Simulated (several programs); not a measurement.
## ZrS₂ (CdI2 type) from semi-empirical methods to plane-wave DFT

Measured values to be reproduced:
- band gap: 1.68 eV (fundamental indirect gap, quoted from earlier experiment; “Stress-Tuned Optical Transitions in Layered 1T-MX2 (M= Hf, Zr, Sn; X= S, Se) Crystals”; Literature value; other experiments cited in the same table give 1.70 and 1.78 eV.; 2022; arxiv:2210.12074)
- volume: 22.55 Å³ an atom (from the lattice constants; a; “High temperature equilibrium of 3D and 2D chalcogenide perovskites”; Literature value quoted for comparison; measurement temperature not given; 2022; arxiv:2212.01429)

ZrS₂ (CdI2 type), relaxed with r2SCAN+rVV10 in Ansatz, was computed with several methods. Space group P-3m1 (No. 164), trigonal; conventional cell a = 3.674 Å, c = 5.857 Å, 22.83 Å³ an atom. Around Zr lie 6 S at 2.57 Å; around S lie 3 Zr at 2.57 Å. Spin-unpolarised throughout.

```cif
data_structure
_symmetry_space_group_name_H-M 'P-3m1'
_symmetry_Int_Tables_number 164
_cell_length_a 3.6744
_cell_length_b 3.6744
_cell_length_c 5.8569
_cell_angle_alpha 90.000
_cell_angle_beta 90.000
_cell_angle_gamma 120.000
_cell_volume 68.48
loop_
_atom_site_label
_atom_site_type_symbol
_atom_site_symmetry_multiplicity
_atom_site_Wyckoff_symbol
_atom_site_fract_x
_atom_site_fract_y
_atom_site_fract_z
_atom_site_occupancy
Zr1 Zr 1 a 0.00000 0.00000 0.00000 1
S1 S 2 d 0.33333 0.66667 0.24623 1
```

Gaps and times are for a single point on this cell; volume and bulk modulus come from each method's own relaxation or energy curve at fixed shape, which is too stiff where a cell has free coordinates or axes. Times are rough, from shared hosts (Arm Neoverse N1; Arm Neoverse V1; NVIDIA H100 80GB HBM3), and each method has its own mesh and cell size. A double dagger marks a value from a curve with shape and coordinates held. A star marks a curve whose lowest point is an end point. PM7 (MOPAC), GFN1-xTB (tblite), GFN2-xTB (tblite) treat a cluster of cells at its zone centre, which samples few k points: where these miss a band edge, the gap comes out too large for that reason alone. Gaps from k meshes are read at a limited set of points (mesh, symmetry points, PBE's band edges), so each method's own least gap may be somewhat smaller. xTB and the PM methods were fitted mostly to molecules, and can miss a solid's gap by electronvolts. Minimal bases can be far off for gaps. Times of the plane-wave ladder aren't listed, since it ran on unlike processors and cards. Curves at held shape can't give the bulk modulus of a layered or molecular crystal, so none is listed. GLLB-SC's gap includes the derivative discontinuity. G0W0 is at finite bands, cutoff and mesh. d marks a direct gap, i an indirect one (no mark: not told apart), a dash a value that wasn't computed or didn't pass its checks.

```
                               method              kind  gap (eV)  own volume (Å³/atom)  bulk modulus (GPa)  atoms computed  processor time
                           PBE-D3(BJ)         semilocal         –                 21.85                   –               3               –
                         r2SCAN+rVV10         semilocal         –                 22.83                   –               3               –
                               PBE-D4         semilocal         –                 22.36                   –               3               –
 light PBE (260 eV and a coarse mesh)  light plane-wave    0.86 i                     –                   –               3           1.6 s
                                  LDA         semilocal    0.76 i                     –                   –               3               –
                    GFN1-xTB (tblite)     tight binding      0.70                22.49‡                   –         cluster             6 s
                                  PBE         semilocal    0.88 i                     –                   –               3               –
                    GFN2-xTB (tblite)     tight binding      0.67               25.34*‡                   –         cluster           8.5 s
                       PBE/SZV (CP2K)       small basis    0.53 i                21.09‡                   –               3            16 s
                               r2SCAN         semilocal    1.18 i                     –                   –               3               –
G0W0@r2SCAN (180 eV screening cutoff)         many-body      1.90                     –                   –               3               –
                              PBE+SOC         semilocal    0.87 i                     –                   –               3               –
                      PBE/DZVP (CP2K)       small basis    0.84 i                22.95‡                   –               3            41 s
                       GLLB-SC (GPAW)   model potential      1.97                     –                   –               3            59 s
  G0W0@PBE0 (180 eV screening cutoff)         many-body      2.28                     –                   –               3               –
               PBE/single zeta (GPAW)       small basis    0.81 i                     –                   –               3            70 s
                          PM7 (MOPAC)    semi-empirical      5.26                     –                   –         cluster            73 s
   G0W0@PBE (260 eV screening cutoff)         many-body      1.80                     –                   –               3               –
                              LC-ωPBE            hybrid    6.34 i                     –                   –               3               –
 G0W0@HSE06 (180 eV screening cutoff)         many-body      2.08                     –                   –               3               –
                                HSE06            hybrid    1.67 i                     –                   –               3               –
                                 PBE0            hybrid    2.35 i                     –                   –               3               –
   G0W0@LDA (140 eV screening cutoff)         many-body      1.71                     –                   –               3               –
                              r2SCAN0            hybrid    2.57 i                     –                   –               3               –
                             DDH-PBE0            hybrid    1.49 i                     –                   –               3               –
                            HSE06+SOC            hybrid    1.66 i                     –                   –               3               –
```

Against HSE06 (1.67 eV) and with closed or daggered gaps left aside, the nearest gap at the points sampled is that of HSE06+SOC (-0.01 eV) and the farthest that of LC-ωPBE (+4.67 eV). HSE06 is only a yardstick of convenience, and nearness to it can be luck.

Comparison with experiment:
- Band gap, measured 1.68 eV: light PBE (260 eV and a coarse mesh) -0.82 eV, LDA -0.92 eV, GFN1-xTB (tblite) -0.98 eV, PBE -0.80 eV, GFN2-xTB (tblite) -1.01 eV, PBE/SZV (CP2K) -1.15 eV, r2SCAN -0.50 eV, G0W0@r2SCAN (180 eV screening cutoff) +0.22 eV, PBE+SOC -0.81 eV, PBE/DZVP (CP2K) -0.84 eV, GLLB-SC (GPAW) +0.29 eV, G0W0@PBE0 (180 eV screening cutoff) +0.60 eV, PBE/single zeta (GPAW) -0.87 eV, PM7 (MOPAC) +3.58 eV, G0W0@PBE (260 eV screening cutoff) +0.12 eV, LC-ωPBE +4.66 eV, G0W0@HSE06 (180 eV screening cutoff) +0.40 eV, HSE06 -0.01 eV, PBE0 +0.67 eV, G0W0@LDA (140 eV screening cutoff) +0.03 eV, r2SCAN0 +0.89 eV, DDH-PBE0 -0.19 eV, HSE06+SOC -0.02 eV.
- Volume, measured 22.55 Å³ an atom: PBE-D3(BJ) -3.1 %, r2SCAN+rVV10 +1.2 %, PBE-D4 -0.8 %.
The calculations are for a static lattice; samples hold vibrations, temperature and, in optical gaps, excitons. A measured value is shown where most reports agree with it, and only for the quantities listed.

Only the rows marked +SOC include spin-orbit coupling.
